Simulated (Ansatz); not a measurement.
**Does AlGa3As4 in P-43m form from AlAs and GaAs?**

Plane-wave DFT in Ansatz with scalar-relativistic PAW potentials, cutoff 420 eV, Γ-centred meshes chosen by cell and gap, Gaussian smearing with energies taken to zero width. Every cell was relaxed (cell and atoms) in a run of its own, within the symmetry of its start. Functional: PBE.

The ternary relaxed to P-43m, 8 atoms in the computed cell, a = 5.741 Å; sites (symmetry × multiplicity) Al -43m × 1, Ga -42.m × 3, As .3m × 4.

Total energies hold large constants for each element; a whole number of eV per atom of each element is taken off below, which cancels in a balanced reaction.

```tsv
compound	lowest structure computed	structures tried	V (Å³/atom)	gap on mesh (eV)	E (eV per formula unit, common shift removed)
AlGa3As4	P-43m	1	23.65	0.54	-3.1740
AlAs	F-43m	7	23.49	1.50	-0.6144
GaAs	F-43m	8	23.71	0.16	-0.8596
```

Q: Balance the reaction and work out its energy at 0 K.

A: The balance is AlAs + 3 GaAs → AlGa3As4. ΔE = 0.019 eV per formula unit, 2.4 meV/atom, and the volume changes by 0.0 %. This form of the ternary lies above these binaries, so at 0 K it is at best metastable, by at least this much: a few tens of meV per atom are within reach of entropy at synthesis temperatures (k_BT is 86 meV at 1000 K), though mixing entropy favours a disordered solid solution, not this ordered cell. Against the elements it is bound by 0.38 eV/atom, many times the size of this reaction energy: the binaries together are bound more strongly still, and stability is decided by the small difference. A lower form of a binary that wasn't tried would raise the value, and a lower form of the ternary would lower it.